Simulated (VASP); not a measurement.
# CuI (Marshite) (F-43m) in VASP: notebook, part 2 of 2

VASP 6.6.1. Earlier steps stand in the parts before.

## (3) Relaxation of the atoms, LDA

Input file INCAR:

```
SYSTEM = CuI
PREC = Accurate
ENCUT = 600
EDIFF = 1E-7
ISMEAR = 0
SIGMA = 0.03
LREAL = .False.
LASPH = .True.
NELM = 80
ALGO = Normal
ISIF = 2
LWAVE = .False.
LCHARG = .False.
GGA = CA
IBRION = 2
NSW = 40
EDIFFG = -0.01
```

Input file KPOINTS:

```
regular mesh
0
Gamma
  8 8 8
  0 0 0
```

Input file POSCAR:

```
CuI                                     
1.0
    0.0000000000      2.9329735878      2.9329735878
    2.9329735878     -0.0000000000      2.9329735878
    2.9329735878      2.9329735878     -0.0000000000
  Cu              I             
     1     1
Direct
     0.2500000000000000    0.2500000000000000    0.2500000000000000
     0.0000000000000000    0.0000000000000000    1.0000000000000000
```

Potentials or basis: VASP PAW LDA potentials, release 64 (Cu, I).

On the command line:

```
> cat potpaw_LDA.64/Cu/POTCAR potpaw_LDA.64/I/POTCAR > POTCAR
> mpirun -np 1 vasp_std > vasp.out
```

OUTCAR:

```text
SYSTEM = CuI
   PREC = Accurate
   ENCUT = 600
   EDIFF = 1E-7
   ISMEAR = 0
   LREAL = .False.
   LASPH = .True.
   NELM = 80
   ISIF = 2
   GGA = CA
   IBRION = 2
   NSW = 40
   EDIFFG = -0.01

 ion  position               nearest neighbor table
   1  0.250  0.250  0.250-   2 2.54   2 2.54   2 2.54   2 2.54
   2  0.000  0.000  0.000-   1 2.54   1 2.54   1 2.54   1 2.54

  LATTYP: Found a face centered cubic cell.
 ALAT       =     5.8659471756

  Lattice vectors:

 A1 = (   0.0000000000,   2.9329735878,   2.9329735878)
 A2 = (   2.9329735878,   0.0000000000,   2.9329735878)
 A3 = (   2.9329735878,   2.9329735878,   0.0000000000)

Analysis of symmetry for initial positions (statically):
=====================================================================
 Subroutine PRICEL returns:
 Original cell was already a primitive cell.

 Routine SETGRP: Setting up the symmetry group for a
 face centered cubic supercell.

 Subroutine GETGRP returns: Found 24 space group operations
 (whereof 24 operations were pure point group operations)
 out of a pool of 48 trial point group operations.

The static configuration has the point symmetry T_d .

Analysis of symmetry for dynamics (positions and initial velocities):
=====================================================================
 Subroutine PRICEL returns:
 Original cell was already a primitive cell.

 Routine SETGRP: Setting up the symmetry group for a
 face centered cubic supercell.

 Subroutine GETGRP returns: Found 24 space group operations
 (whereof 24 operations were pure point group operations)
 out of a pool of 48 trial point group operations.

The dynamic configuration has the point symmetry T_d .

 Subroutine INISYM returns: Found 24 space group operations
 (whereof 24 operations are pure point group operations),
 and found     1 'primitive' translations

----------------------------------------------------------------------------------------

                                     Primitive cell

  volume of cell :      50.4608

  direct lattice vectors                    reciprocal lattice vectors
     0.000000000  2.932973588  2.932973588    -0.170475453  0.170475453  0.170475453
     2.932973588  0.000000000  2.932973588     0.170475453 -0.170475453  0.170475453
     2.932973588  2.932973588  0.000000000     0.170475453  0.170475453 -0.170475453

  length of vectors
     4.147851026  4.147851026  4.147851026     0.295272145  0.295272145  0.295272145

  position of ions in fractional coordinates (direct lattice)
     0.250000000  0.250000000  0.250000000
     0.000000000  0.000000000  0.000000000

  ion indices of the primitive-cell ions
   primitive index   ion index
                 1           1
                 2           2

----------------------------------------------------------------------------------------

 KPOINTS: regular mesh

Automatic generation of k-mesh.
 Grid dimensions read from file:
 generate k-points for:    8    8    8

 Generating k-lattice:

  Cartesian coordinates                     Fractional coordinates (reciprocal lattice)
    -0.021309432  0.021309432  0.021309432     0.125000000  0.000000000  0.000000000
     0.021309432 -0.021309432  0.021309432     0.000000000  0.125000000  0.000000000
     0.021309432  0.021309432 -0.021309432     0.000000000  0.000000000  0.125000000

  Length of vectors
     0.036909018  0.036909018  0.036909018

  Shift w.r.t. Gamma in fractional coordinates (k-lattice)
     0.000000000  0.000000000  0.000000000

 Subroutine IBZKPT returns following result:
 ===========================================

 Found     29 irreducible k-points:

 Following reciprocal coordinates:
            Coordinates               Weight
  0.000000  0.000000  0.000000      1.000000
  0.125000  0.000000  0.000000      8.000000
  0.250000  0.000000  0.000000      8.000000
  0.375000  0.000000  0.000000      8.000000
  0.500000  0.000000  0.000000      4.000000
  0.125000  0.125000  0.000000      6.000000
[... 16 lines left out ...]
  0.500000  0.250000  0.125000     48.000000
 -0.375000  0.250000  0.125000     24.000000
 [... further k-points ...]
   k-points           NKPTS =     29   k-points in BZ     NKDIM =     29   number of bands    NBANDS=     13
   number of dos      NEDOS =    301   number of ions     NIONS =      2
   total plane-waves  NPLWV =  46656
   dimension x,y,z NGX =    36 NGY =   36 NGZ =   36
   dimension x,y,z NGXF=    72 NGYF=   72 NGZF=   72
   ions per type =               1   1
   NGX,Y,Z   is equivalent  to a cutoff of  14.43, 14.43, 14.43 a.u.
   NGXF,Y,Z  is equivalent  to a cutoff of  28.86, 28.86, 28.86 a.u.
 SYSTEM =  CuI
   PREC   = accura    normal or accurate (medium, high low for compatibility)
   ISTART =      0    job   : 0-new  1-cont  2-samecut
   ICHARG =      2    charge: 1-file 2-atom 10-const
   ISPIN  =      1    spin polarized calculation?
   LNONCOLLINEAR =      F non collinear calculations
   LSORBIT =      F    spin-orbit coupling
   LASPH  =      T    aspherical Exc in radial PAW
   ENCUT  =  600.0 eV  44.10 Ry    6.64 a.u.   8.28  8.28  8.28*2*pi/ulx,y,z
   NELM   =     80;   NELMIN=  2; NELMDL= -5     # of ELM steps
   EDIFF  = 0.1E-06   stopping-criterion for ELM
   LREAL  =      F    real-space projection
   EDIFFG = -.1E-01   stopping-criterion for IOM
   NSW    =     40    number of steps for IOM
   IBRION =      2    ionic relax: 0-MD 1-quasi-New 2-CG
   NFREE  =      1    steps in history (QN), initial steepest desc. (CG)
   ISIF   =      2    stress and relaxation
   ISYM   =      2    0-nonsym 1-usesym 2-fastsym
   POTIM  = 0.5000    time-step for ionic-motion
   TEBEG  =    0.0;   TEEND  =   0.0 temperature during run
   PSTRESS=    0.0 pullay stress
   NELECT =      18.0000    total number of electrons
   NUPDOWN=      -1.0000    fix difference up-down
   EMIN   =  10.00;   EMAX   =-10.00  energy-range for DOS
   EFERMI =   0.00;   METHOD = LEGACY
   ISMEAR =     0;   SIGMA  =   0.03  broadening in eV -4-tet -1-fermi 0-gaus
   EFERMI_NEDOS =   21; number of points for ismear=-14 and -15
   IALGO  =     38    algorithm
   IMIX   =      4    mixing-type and parameters
     AMIX     =   0.40;   BMIX     =  1.00
     AMIX_MAG =   1.60;   BMIX_MAG =  1.00
  volume/ion in A,a.u.               =      25.23       170.26
  Fermi-wavevector in a.u.,A,eV,Ry     =   1.161041  2.194049 18.340870  1.348016
  Thomas-Fermi vector in A             =   2.297617
   LORBIT       =      0    0 simple, 1 ext, 2 COOP (PROOUT), +10 PAW based schemes
   GGA     = CA    functional components
   LHFCALC =     F    Hartree Fock is set to
   AEXX    =    0.0000 exact exchange contribution
   IVDW    =     0    specifies the selected vdW correction
   LEPSILON=     F    determine dielectric tensor
   LRPA    =     F    only Hartree local field effects (RPA)
 conjugate gradient relaxation of ions
 non-spin polarized calculation
 Gauss-broadening in eV      SIGMA  =   0.03
  energy-cutoff  :      600.00
  volume of cell :       50.46
 maximum number of plane-waves:      1708
 NGX is ok and might be reduce to    36
   NGX = 17   NGY = 17   NGZ = 17

 number of electron      18.0000003 magnetization

 Free energy of the ion-electron system (eV)
  ---------------------------------------------------
  ext. energy  EPLUGINS =         0.00000000
  ---------------------------------------------------
  free energy    TOTEN  =        -6.99639465 eV

  energy without entropy =       -6.99639465  energy(sigma->0) =       -6.99639465

 E-fermi :   5.4394     XC(G=0):  -9.7558

 val. band max:        5.3171074314   @ k =   0.0000   0.0000   0.0000
 cond. band min:       6.5961319292   @ k =   0.0000   0.0000   0.0000
 fundamental gap:      1.2790244978
 Fermi energy:         5.4394434074

 k-point     1 :       0.0000    0.0000    0.0000
  band No.  band energies     occupation
      1      -9.2329      2.00000
      2       1.1954      2.00000
      3       1.1954      2.00000
      4       1.1954      2.00000
      5       2.9471      2.00000
      6       2.9471      2.00000
      7       5.3171      2.00000
      8       5.3171      2.00000
      9       5.3171      2.00000
     10       6.5961      0.00000
     11      10.0700      0.00000
     12      10.0700      0.00000
     13      10.0700      0.00000
[... 354 lines left out ...]
  band No.  band energies     occupation
      1      -8.3997      2.00000
      2      -0.5797      2.00000
      3       0.6564      2.00000
      4       1.2266      2.00000
      5       2.8672      2.00000
      6       2.9579      2.00000
      7       3.0952      2.00000
      8       3.6412      2.00000
      9       4.0255      2.00000
     10       8.9686      0.00000
     11       9.8067      0.00000
     12      11.6698      0.00000
     13      12.9035      0.00000

 [... further k-points ...]
[... 5 lines left out ...]
  --------------------------------------------------------------------------------------
  -------------------------------------------------------------------------------------
  Total        0.0026393      0.0026393      0.0026393      0.0000000      0.0000000     -0.0000000
  in kB        0.0838004      0.0838004      0.0838004      0.0000000      0.0000000     -0.0000000
  external PRESSURE =       0.0838004 kB  Pullay stress =       0.0000000 kB

 VOLUME and BASIS-vectors are now :
 -----------------------------------------------------------------------------
  energy-cutoff  :      600.00
  volume of cell :       50.46
      direct lattice vectors                 reciprocal lattice vectors
     0.000000000  2.932973588  2.932973588    -0.170475453  0.170475453  0.170475453
     2.932973588  0.000000000  2.932973588     0.170475453 -0.170475453  0.170475453
     2.932973588  2.932973588  0.000000000     0.170475453  0.170475453 -0.170475453

 POSITION                                       TOTAL-FORCE (eV/Angst)
 -----------------------------------------------------------------------------------
      1.46649      1.46649      1.46649         0.000000     -0.000000     -0.000000
      0.00000      0.00000      0.00000        -0.000000      0.000000      0.000000
 -----------------------------------------------------------------------------------
    total drift:                               -0.000000     -0.000000     -0.000000

  FREE ENERGIE OF THE ION-ELECTRON SYSTEM (eV)
  ---------------------------------------------------
  free  energy   TOTEN  =        -6.9963946493 eV

  energy  without entropy=       -6.9963946493  energy(sigma->0) =       -6.99639465

 reached required accuracy - stopping structural energy minimisation
```

Wall time 15 s (1 thread of Intel Xeon 6975P-C (Granite Rapids), shared host); peak memory 0.18 GiB.

Results:

* Free energy: -6.9964 eV
* Pressure after relaxing: 0.0 GPa
* Band gap on the k mesh: 1.28 eV, direct

Final structure:
```
Cu I
1.0
     0.00000    2.93297    2.93297
     2.93297    0.00000    2.93297
     2.93297    2.93297    0.00000
Cu I
1 1
Direct
  0.25000 0.25000 0.25000
  0.00000 0.00000 0.00000
```

Caveat: the relaxation stopped at its first step, so nothing moved; spin-orbit coupling is left out, which moves the levels of the heavy elements.

## (4) Relaxation of the atoms, LDA (a relaxed cell with its volume scaled by 1.02)

INCAR is that of step 3.

KPOINTS is that of step 3.

Input file POSCAR:

```
CuI                                     
1.0
    0.0000000000      2.9523978200      2.9523978200
    2.9523978200     -0.0000000000      2.9523978200
    2.9523978200      2.9523978200     -0.0000000000
  Cu              I             
     1     1
Direct
     0.2500000000000000    0.2500000000000000    0.2500000000000000
     0.0000000000000000    0.0000000000000000    1.0000000000000000
```

Potentials or basis: VASP PAW LDA potentials, release 64 (Cu, I).

On the command line:

```
> cat potpaw_LDA.64/Cu/POTCAR potpaw_LDA.64/I/POTCAR > POTCAR
> mpirun -np 1 vasp_std > vasp.out
```

OUTCAR:

```text
SYSTEM = CuI
   PREC = Accurate
   ENCUT = 600
   EDIFF = 1E-7
   ISMEAR = 0
   LREAL = .False.
   LASPH = .True.
   NELM = 80
   ISIF = 2
   GGA = CA
   IBRION = 2
   NSW = 40
   EDIFFG = -0.01

 ion  position               nearest neighbor table
   1  0.250  0.250  0.250-   2 2.56   2 2.56   2 2.56   2 2.56
   2  0.000  0.000  0.000-   1 2.56   1 2.56   1 2.56   1 2.56

  LATTYP: Found a face centered cubic cell.
 ALAT       =     5.9047956400

  Lattice vectors:

 A1 = (   0.0000000000,   2.9523978200,   2.9523978200)
 A2 = (   2.9523978200,   0.0000000000,   2.9523978200)
 A3 = (   2.9523978200,   2.9523978200,   0.0000000000)

Analysis of symmetry for initial positions (statically):
=====================================================================
 Subroutine PRICEL returns:
 Original cell was already a primitive cell.

 Routine SETGRP: Setting up the symmetry group for a
 face centered cubic supercell.

 Subroutine GETGRP returns: Found 24 space group operations
[... 178 lines left out ...]
      2       1.0602      2.00000
      3       1.0602      2.00000
      4       1.0602      2.00000
      5       2.8034      2.00000
      6       2.8034      2.00000
      7       5.0764      2.00000
      8       5.0764      2.00000
      9       5.0764      2.00000
     10       6.2952      0.00000
     11       9.8544      0.00000
     12       9.8544      0.00000
     13       9.8544      0.00000
[... 354 lines left out ...]
  band No.  band energies     occupation
      1      -8.5595      2.00000
      2      -0.6945      2.00000
      3       0.5238      2.00000
      4       1.0827      2.00000
      5       2.7267      2.00000
      6       2.8142      2.00000
      7       2.9470      2.00000
      8       3.4697      2.00000
      9       3.8401      2.00000
     10       8.6873      0.00000
     11       9.5924      0.00000
     12      11.3952      0.00000
     13      12.6115      0.00000

 [... further k-points ...]

------------------------ aborting loop because EDIFF is reached ----------------------------------------

  FORCE on cell =-STRESS in cart. coord.  units (eV):
  Direction    XX          YY          ZZ          XY          YZ          ZX
  --------------------------------------------------------------------------------------
  -------------------------------------------------------------------------------------
  Total       -0.3379211     -0.3379211     -0.3379211      0.0000000      0.0000000      0.0000000
  in kB      -10.5189229    -10.5189229    -10.5189229      0.0000000      0.0000000      0.0000000
  external PRESSURE =     -10.5189229 kB  Pullay stress =       0.0000000 kB

 VOLUME and BASIS-vectors are now :
 -----------------------------------------------------------------------------
  energy-cutoff  :      600.00
  volume of cell :       51.47
      direct lattice vectors                 reciprocal lattice vectors
     0.000000000  2.952397820  2.952397820    -0.169353871  0.169353871  0.169353871
     2.952397820  0.000000000  2.952397820     0.169353871 -0.169353871  0.169353871
     2.952397820  2.952397820  0.000000000     0.169353871  0.169353871 -0.169353871

 POSITION                                       TOTAL-FORCE (eV/Angst)
 -----------------------------------------------------------------------------------
      1.47620      1.47620      1.47620         0.000000      0.000000      0.000000
      0.00000      0.00000      0.00000        -0.000000     -0.000000     -0.000000
 -----------------------------------------------------------------------------------
    total drift:                               -0.000000     -0.000000     -0.000000

  FREE ENERGIE OF THE ION-ELECTRON SYSTEM (eV)
  ---------------------------------------------------
  free  energy   TOTEN  =        -6.9931313043 eV

  energy  without entropy=       -6.9931313043  energy(sigma->0) =       -6.99313130

 reached required accuracy - stopping structural energy minimisation
```

OSZICAR:

```text
N       E                     dE             d eps       ncg     rms          rms(c)
DAV:   1     0.104071968750E+03    0.10407E+03   -0.84295E+03   754   0.170E+03
DAV:   2     0.669347976960E+00   -0.10340E+03   -0.98079E+02   774   0.295E+02
DAV:   3    -0.706101786405E+01   -0.77304E+01   -0.75819E+01  1010   0.864E+01
DAV:   4    -0.729762212761E+01   -0.23660E+00   -0.23635E+00   834   0.134E+01
DAV:   5    -0.730974379387E+01   -0.12122E-01   -0.12121E-01  1087   0.357E+00    0.630E+00
DAV:   6    -0.720574061792E+01    0.10400E+00   -0.47748E+00   788   0.681E+01    0.393E+00
DAV:   7    -0.699927974873E+01    0.20646E+00   -0.10859E+00   824   0.413E+01    0.194E+00
DAV:   8    -0.699803609038E+01    0.12437E-02   -0.72180E-02  1142   0.495E+00    0.561E-01
DAV:   9    -0.699333808198E+01    0.46980E-02   -0.15923E-02   932   0.427E+00    0.284E-01
DAV:  10    -0.699335438721E+01   -0.16305E-04   -0.74416E-04   882   0.211E-01    0.218E-01
DAV:  11    -0.699312849053E+01    0.22590E-03   -0.14162E-03   959   0.139E+00    0.379E-02
DAV:  12    -0.699313266048E+01   -0.41699E-05   -0.18133E-04  1100   0.212E-01    0.454E-02
DAV:  13    -0.699313271287E+01   -0.52391E-07   -0.21169E-06  1206   0.172E-02    0.331E-02
DAV:  14    -0.699313226520E+01    0.44767E-06   -0.22696E-06   935   0.152E-02    0.171E-02
DAV:  15    -0.699313146130E+01    0.80390E-06   -0.12909E-06  1015   0.421E-02    0.736E-03
DAV:  16    -0.699313130810E+01    0.15319E-06   -0.57939E-07  1034   0.222E-02    0.155E-03
DAV:  17    -0.699313130425E+01    0.38510E-08   -0.55559E-08   412   0.540E-03
   1 F= -.69931313E+01 E0= -.69931313E+01  d E =-.699313E+01
```

Run time: 13 s. Hardware: 1 thread of Intel Xeon 6975P-C (Granite Rapids), shared host; peak memory 0.18 GiB.

Results:

```yaml
Free_energy: -6.9931 eV
Pressure_after_relaxing: -1.1 GPa
Band_gap_on_the_k_mesh: 1.22 eV, direct
```

Final structure:
```yaml
crystal:
  lattice:
    - [0.00000, 2.95240, 2.95240]
    - [2.95240, 0.00000, 2.95240]
    - [2.95240, 2.95240, 0.00000]
  atoms:
    - { symbol: Cu, position: [0.25000, 0.25000, 0.25000] }
    - { symbol: I, position: [0.00000, 0.00000, 0.00000] }
```

Caveat: the relaxation stopped at its first step, so nothing moved; spin-orbit coupling is left out, which moves the levels of the heavy elements.

## (5) Overview

| cell | gap on the mesh (eV) | pressure (GPa) |
| --- | --- | --- |
| atoms relaxed from: a relaxed cell with its volume scaled by 0.98 | 1.34 | 1.2 |
| atoms relaxed | 1.28 | 0.0 |
| atoms relaxed from: a relaxed cell with its volume scaled by 1.02 | 1.22 | -1.1 |

Alike in all rows: task relaxation of the atoms; level LDA; potentials or basis VASP PAW LDA potentials, release 64 (Cu, I); no spin polarisation; k mesh 8 × 8 × 8; cutoff (eV) 600; smearing gaussian 0.03 eV.

Caveats: the relaxation stopped at its first step, so nothing moved; spin-orbit coupling is left out, which moves the levels of the heavy elements.

Total energies depend on the potentials used, so only differences within one code and one set of settings carry meaning.
